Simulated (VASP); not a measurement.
Elastic constants (GPa) of a crystal from PBE GGA, VASP's PBE PAW potentials (set 64) in VASP 6.6.1:

```csv
,xx,yy,zz,yz,xz,xy
xx,414.6,88.5,171.2,0.0,0.0,0.0
yy,88.5,414.6,171.2,0.0,0.0,0.0
zz,171.2,171.2,298.4,0.0,0.0,0.0
yz,0.0,0.0,0.0,129.8,0.0,0.0
xz,0.0,0.0,0.0,0.0,129.8,0.0
xy,0.0,0.0,0.0,0.0,0.0,68.8
```

Finite-difference elastic constants of metals are sensitive to mesh and smearing; shear constants can be off by tens of GPa.

Q: Work out the Voigt, Reuss and Hill moduli, Young's modulus and Poisson's ratio.

A: All eigenvalues are positive (smallest 68.8 GPa), so the crystal is stable. K_V = (C11+C22+C33+2(C12+C13+C23))/9 = (1127.6 + 2×430.9)/9 = 221.0 GPa; G_V = (1127.6 − 430.9 + 3×328.4)/15 = 112.1 GPa. From the compliances, K_R = 220.4 GPa and G_R = 98.9 GPa. Hill: K = 220.7 GPa, G = 105.5 GPa, E = 9KG/(3K+G) = 273.0 GPa, ν = (3K−2G)/(2(3K+G)) = 0.294. K/G = 2.09, above Pugh's 1.75; universal anisotropy A^U = 0.67.

Q: With a density of 15.66 g/cm³, what are the mean sound speeds?

A: v_l = √((K+4G/3)/ρ) = 4.80 km/s and v_t = √(G/ρ) = 2.60 km/s. The crystal is CoPt (L1_0), tetragonal.

The compound is CoPt in the L1_0 structure. It was relaxed first.
